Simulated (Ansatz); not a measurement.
**Cu2O (Cuprite) in Ansatz: the effect of functional**

Cu2O (Cuprite):

```
CELL_PARAMETERS angstrom
4.23141 0.00000 0.00000
0.00000 4.23141 0.00000
0.00000 0.00000 4.23141
ATOMIC_POSITIONS crystal
Cu 0.75000 0.25000 0.75000
Cu 0.75000 0.75000 0.25000
Cu 0.25000 0.75000 0.75000
Cu 0.25000 0.25000 0.25000
O 0.50000 0.50000 0.50000
O 0.00000 0.00000 0.00000
```

The cell isn't the ideal one: volume scaled by 0.98.

Alike in all runs:

| Quantity | Value |
| --- | --- |
| Program | Ansatz 0.2.0 |
| Task | single point |
| Potentials or basis | Ansatz PAW |
| k mesh | 6 × 6 × 6 |
| Occupations | fermi-dirac, width 0.05 eV |
| Spin | no spin polarisation |

| functional | cutoff | gap on the mesh (eV) | pressure (GPa) |
| --- | --- | --- | --- |
| PBEsol | 420 eV (not typed: the program's choice for these potentials) | 0.55 | -0.8 |
| LDA | 420 eV (not typed: the program's choice for these potentials) | 0.59 | -6.1 |
| r2SCAN | 500 eV (not typed: the program's choice for these potentials) | 0.82 | 1.3 |
| PBE | 420 eV (not typed: the program's choice for these potentials) | ? | ? |

Q: What does the run with functional PBE give?

A: gap on the mesh 0.58 eV; pressure 5.9 GPa.

Caveats: the PAW data sets come from PBE, with cores solved anew for the run's functional, which leaves a small shift of forces and pressure (some runs).

A k mesh can miss the band edges.
